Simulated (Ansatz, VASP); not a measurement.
**One calculation of Fe, two programs**

```xyz
1
Lattice="-1.3790 1.3790 1.3790 1.3790 -1.3790 1.3790 1.3790 1.3790 -1.3790" Properties=species:S:1:pos:R:3 pbc="T T T"
Fe    0.0000    0.0000    0.0000
```

Alike in both runs: task single point; functional PBE; k mesh 22 × 22 × 22; occupations gaussian, width 0.05 eV; no spin polarisation.

|  | VASP | Ansatz |
| --- | --- | --- |
| version | VASP 6.6.1 | Ansatz 0.2.0 |
| potentials or method | VASP PAW PBE potentials, release 64 (Fe) | scalar-relativistic, plane waves, PAW |
| plane-wave cutoff (eV) | 520 | 420 |
| valence electrons in the cell | 8 | 16 |

```csv
,VASP,Ansatz,Ansatz less VASP
gap on the k mesh at the Fermi level (eV),none,none,-
pressure (GPa),-0.5,0.0,+0.45
```

A gap of «none» marks a metal or a gap that the smearing closes. The functional is the same, so the differences come from potentials, cutoffs and numerics. The two sets of potentials don't hold the same shells in valence.

Caveats: the run has no spin polarisation, though such a crystal can be magnetic. Spin polarisation is off, so any magnetic state and its effect on volume and gap are missing.
